**Q:** I grow hexagonal CdSe films and want to turn strain into a gap shift. I know how the gap moves under pressure. What sizes should I expect, and may I carry the pressure result over to a film?

**A:** Keep two sizes in mind. If all edges stretch by 1 %, the calculated gap falls by about 0.07 eV. If the volume stays fixed but the ratio of the cell edges, c/a, changes by 1 %, the gap moves by about 0.02 eV, at least near the unstrained shape. A pressure experiment measures almost only the first effect, while a strained film has both.

Wurtzite CdSe under strain, computed with Ansatz 0.2.0 using r2SCAN, plane-wave PAW, a 500 eV cutoff, a 12×12×4 k mesh and no spin polarisation. Strain is per length, with the sides held in uniaxial rows and the normal free in epitaxial ones; atoms are relaxed. Changes are relative to the unstrained r2SCAN-relaxed cell, and pressure is positive in compression.

| strain kind | strain (%) | band gap (eV) | band gap change (eV) | pressure change (GPa) |
| --- | --- | --- | --- | --- |
| epitaxial xy | -5 | 0.889 | -0.217 | 2.95 |
| epitaxial xy | 0.5 | 1.110 | 0.004 | -0.27 |
| epitaxial xy | 1.5 | 1.051 | -0.054 | -0.81 |
| hydrostatic | -4 | 1.392 | 0.287 | 8.31 |
| hydrostatic | -3 | 1.321 | 0.215 | 5.78 |
| hydrostatic | -2 | 1.249 | 0.144 | 3.57 |
| hydrostatic | -1.5 | 1.213 | 0.108 | 2.58 |
| hydrostatic | -1 | 1.177 | 0.072 | 1.66 |
| hydrostatic | -0.5 | 1.141 | 0.036 | 0.80 |
| hydrostatic | 1 | 1.034 | -0.071 | -1.43 |
| hydrostatic | 2 | 0.963 | -0.142 | -2.67 |
| hydrostatic | 3 | 0.894 | -0.212 | -3.72 |
| hydrostatic | 4 | 0.825 | -0.280 | -4.62 |
| uniaxial x | -1 | 1.100 | -0.005 | 0.52 |
| uniaxial z | 2 | 1.017 | -0.089 | -0.99 |

**Q:** The hydrostatic rows look very regular. What rule do they follow?

**A:** The gap follows the volume. Compression strengthens the overlap between Cd and Se, and this pushes the antibonding, s-like conduction edge up faster than the valence edge, which consists mainly of Se p orbitals. As a formula,

$$\Delta E_g = a\,\ln\frac{V}{V_0},$$

where $\Delta E_g$ is the band gap change and $V/V_0$ the volume relative to the unstrained cell. Fitted to the ten hydrostatic rows alone, $a$ is −2.37 eV, and no row of that fit is missed by more than about 0.003 eV. The most compressed rows are held in the wurtzite structure by the calculation; real CdSe turns to rocksalt at a few GPa.

**Q:** Then let me try it on a film compressed by 5 % in the plane.

**A:** That row was not in the fit, so it is a fair test. Both in-plane edges shrink to 0.95 of their length, and the free normal grows by 4.5 %. The volume ratio is therefore $0.95^2 \times 1.045 = 0.943$, and its logarithm is about −0.058. Multiplied by −2.37 eV, this gives a gap that opens by 0.14 eV.

**Q:** But the table says that it closes by 0.217 eV.

**A:** Yes, so the rule gives the wrong sign and is off by about 0.35 eV, more than the whole change. It also misses the other four rows that are not hydrostatic, each by at least 0.015 eV. That is several times the worst miss among the rows it was fitted to. An approximation that is excellent for one kind of strain and poor for every other kind lacks a variable, and here the variable is shape.

**Q:** Could I have noticed this without a fit, for example from the pressure?

**A:** Yes. The compressed film has a pressure change of 2.95 GPa, and under hydrostatic load that pressure goes with a gap about 0.12 eV wider, not narrower. For a film, the pressure is only the mean over three directions: about 4.4 GPa in the plane and almost nothing along the normal. Two cells with the same mean can have quite different shapes.

**Q:** Why should the gap care about shape if the volume is the same?

**A:** One reason is that the top of the valence band is not a single state. It comes from three Se p orbitals, two in the plane (p$_x$ and p$_y$) and one along the c axis (p$_z$). At the zone centre, where the gap lies, neighbouring Se atoms carry these orbitals in phase, so along the orbital's own axis lobes of opposite sign face each other. That contact is antibonding, so shortening the axis should push the orbital up. The Cd–Se bonds are expected to act in the same direction: in-plane compression turns them towards the c axis, where they hold p$_z$ down more strongly and the in-plane pair less. The gap is counted from whichever orbital is highest:

$$E_g = E_c - \max(E_{x},E_{y},E_z).$$

Here $E_c$ is the conduction edge and the other energies belong to the three p orbitals. In-plane compression thus raises p$_x$ and p$_y$ and narrows the gap, against the effect of the smaller volume.

**Q:** Is that visible in the calculation, or is it only an argument?

**A:** Part of it is visible. One can compare the valence edge of each strained cell with that of a hydrostatic cell of equal volume. Stretching by 2 % along c lifts it by 0.028 eV. Scaled to the 10 % larger c/a of the compressed film, this predicts a lift of 0.14 eV, and the calculation gives 0.17 eV. The row compressed along x alone fits too. Compared at equal volume, its x axis is about 0.7 % shorter, just as in the row stretched along c, and its valence edge is lifted by a similar 0.025 eV, although c/a changes only a quarter as much. The orbital characters were not printed, so the names p$_x$, p$_y$ and p$_z$ rest on theory. Each edge is also counted from the energy zero of its own cell, which may itself shift with shape, so the shift of a single edge is less certain than the change of the gap.

**Q:** So I add a term proportional to c/a and the rule is repaired?

**A:** No. With the slope taken from the row stretched along c, such a term takes about 0.21 eV off the gap of the compressed film, where 0.35 eV is needed. Under tension even the sign fails, as the valence edge shows. These films have a smaller c/a, so the edge should sink. At +0.5 % it does, by 0.013 eV, close to the expected 0.014 eV. At +1.5 % the edge should be about 0.04 eV lower, yet it lies 0.023 eV higher. This is the second failure: the correction has changed sign.

**Q:** What happens between those two rows?

**A:** The likely answer is a change of the top state. Tension in the plane shortens the c axis, so p$_z$ rises while p$_x$ and p$_y$ sink. If the in-plane pair leads in the unstrained crystal, the valence edge first follows it down and then follows p$_z$ up. This would explain why the gap at +0.5 % escapes the narrowing that the larger volume alone would bring, while at +1.5 % it narrows by more than the volume rule gives.

**Q:** Couldn't a smooth curve in c/a do the same without any exchange of states?

**A:** The gaps alone do not settle it. A quadratic law in c/a, fitted to all 14 rows that keep the hexagonal symmetry, stays within about 0.015 eV of each. That sounds good, but the shape effect in the two tensile film rows is no larger than about 0.017 eV. The valence edge says more. From a c/a that is 2 % larger to one that is about 1 % smaller, it keeps almost the same slope, yet at 2.8 % smaller it has turned round. A gentle curve does not do that, but an exchange of states can: in this calculation p$_z$ and the in-plane pair cannot mix at the zone centre, so they cross when their order reverses. The printed analysis after this text lists the shifts of both band edges for the five rows that are not hydrostatic.

**Q:** How far can I trust the strain at which they cross?

**A:** Only roughly. If the states do cross, the table places the crossing somewhere between +0.5 % and +1.5 %, and its exact position depends on a small energy difference between the p states, which another functional may change. The calculation also leaves out spin–orbit coupling, which splits the Se p states by roughly 0.4 eV. One in-plane state should keep its character and its slope, while p$_z$ mixes with the rest of the in-plane pair. Beyond the crossing, the gap of a real film is therefore expected to narrow more gently than here. The functional r2SCAN also makes the gap of CdSe too small, so take the sizes given here as estimates.

**Q:** And the strongly compressed film? Is the valence band the whole story there?

**A:** Probably not. On the program's energy scale, whose zero may shift with shape, its conduction edge lies about 0.18 eV below that of the hydrostatic cell of equal volume, a drop slightly larger than the rise of the valence edge. The small stretch along c would have suggested less than half of that drop. A constant slope therefore fails for this edge too, and the table doesn't show why. Between this row and the unstrained cell there is no compressed film at all, so it stays open whether the conduction edge bends gradually or another state takes over.

Numerical output:

```
fit of band_gap_change on 10 rows (hyd): coefficient of lnv -2.368 +/- 0.0063; rms 0.00141, worst hydrostatic 0.00304, leave-one-out rms 0.00178
  rows outside the fit (model, value, miss): epitaxial xy 0.1379, -0.217, 0.355; epitaxial xy -0.01282, 0.004, -0.0168; epitaxial xy -0.03844, -0.054, 0.0156; uniaxial x 0.0238, -0.005, 0.0288; uniaxial z -0.0469, -0.089, 0.0421
fit of dv on 10 rows (hyd): coefficient of lnv -14.01 +/- 0.0015, coefficient of lnv**2 8.7 +/- 0.006, coefficient of lnv**3 -3.472 +/- 0.13; rms 0.00012, worst hydrostatic -0.000248, leave-one-out rms 0.000208
  rows outside the fit (model, value, miss): epitaxial xy 0.8459, 1.016, -0.17; epitaxial xy -0.07556, -0.08862, 0.0131; epitaxial xy -0.2251, -0.2019, -0.0232; uniaxial x 0.1417, 0.1669, -0.0252; uniaxial z -0.274, -0.2458, -0.0283
fit of band_gap_change on 14 rows (hexagonal): coefficient of lnv -2.377 +/- 0.029, coefficient of q -0.7145 +/- 0.17, coefficient of q**2 -31.53 +/- 1.9; rms 0.00618, worst uniaxial z 0.0154, leave-one-out rms 0.0724
  rows outside the fit (model, value, miss): uniaxial x 0.0195, -0.005, 0.0245
volume change in % (epitaxial -5, +0.5, +1.5, uniaxial x -1, z +2): -5.657, 0.5427, 1.637, -1, 2
change of c/a in % (same five rows): 10.04, -0.9505, -2.803, 0.5038, 2
gap change by the volume rule in eV (same five rows): 0.1379, -0.01282, -0.03844, 0.0238, -0.0469
gap change left for shape in eV (same five rows): -0.3549, 0.01682, -0.01556, -0.0288, -0.0421
valence edge shift at equal volume in eV (same five rows): 0.1703, -0.01306, 0.02319, 0.02524, 0.02825
conduction edge shift at equal volume in eV (same five rows): -0.1846, 0.003758, 0.007631, -0.003561, -0.01385
valence shift by one slope from uniaxial z in eV (same five rows): 0.1365, -0.01363, -0.04056, 0.007169, 0.02825
volume rule, gap change in eV for 1 % more length: -0.0707
hydrostatic gap change in eV at the mean pressure of epitaxial -5: 0.1215
```
